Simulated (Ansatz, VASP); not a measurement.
Two plane-wave programs on ZnSe (Stilleite)

```
CELL_PARAMETERS angstrom
0.00000 2.83380 2.83380
2.83380 0.00000 2.83380
2.83380 2.83380 0.00000
ATOMIC_POSITIONS crystal
Zn 0.00000 0.00000 0.00000
Se 0.25000 0.25000 0.25000
```

Alike in both runs: functional PBE; k mesh 9 × 9 × 9; occupations fermi-dirac, width 0.02 eV; no spin polarisation.

Ansatz relaxed the structure, and its values are those at the end. VASP's run is a single point on that final structure, the one shown.

|  | VASP | Ansatz |
| --- | --- | --- |
| version | VASP 6.6.1 | Ansatz 0.2.0 |
| potentials or method | VASP PAW PBE potentials, release 64 (Zn, Se) | plane-wave PAW, scalar-relativistic |
| plane-wave cutoff (eV) | 520 | 420 |
| valence electrons in the cell | 18 | 28 |

```csv
,VASP,Ansatz,Ansatz less VASP
gap on the k mesh at the Fermi level (eV),1.29,1.29,-0.002
pressure (GPa),2.3,2.1,-0.25
```

With one functional, cell and mesh, what is left measures potentials, basis and numerics. The two sets of potentials don't hold the same shells in valence. Ansatz warned: «stress_scf_threshold_loose».

PBE gaps usually lie below the measured ones, often by a third to a half.
